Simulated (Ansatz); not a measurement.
The system is ZrN.

```xyz
2
Lattice="0.0000 2.3000 2.3000 2.3000 0.0000 2.3000 2.3000 2.3000 0.0000" Properties=species:S:1:pos:R:3 pbc="T T T"
Zr    2.3000    2.3000    2.3000
N     0.0000    0.0000    0.0000
```

Base run:

```yaml
Program: Ansatz 0.2.0
Functional: PBEsol
Potentials_or_basis: all-electron LAPW, scalar-relativistic
Cutoff: 281 eV (chosen from the basis error)
Basis_error_allowed: 0.001 eV/atom
k_mesh: 10 × 10 × 10
Occupations: fermi-dirac, width 0.05 eV
Spin: no spin polarisation
Hubbard_terms: Zr d U = 2 eV
```

Its results: band gap on the k mesh none (metal or under the smearing width); pressure -5.5 GPa.

**Question.** After a change of settings the same cell gave: band gap on the k mesh none (metal or under the smearing width); pressure 0.0 GPa. Which change was it?
A. hubbard terms from Zr d U = 2 eV to Zr d U = 8 eV
B. hubbard terms from Zr d U = 2 eV to none
C. hubbard terms from Zr d U = 2 eV to Zr d U = 6 eV

**Answer.** C.

Caveats: U is the effective U less J, on atomic orbitals that reach past the spheres; U without spin polarisation on a metal has little footing; the density of states is complete only up to the lowest level of the last band computed.
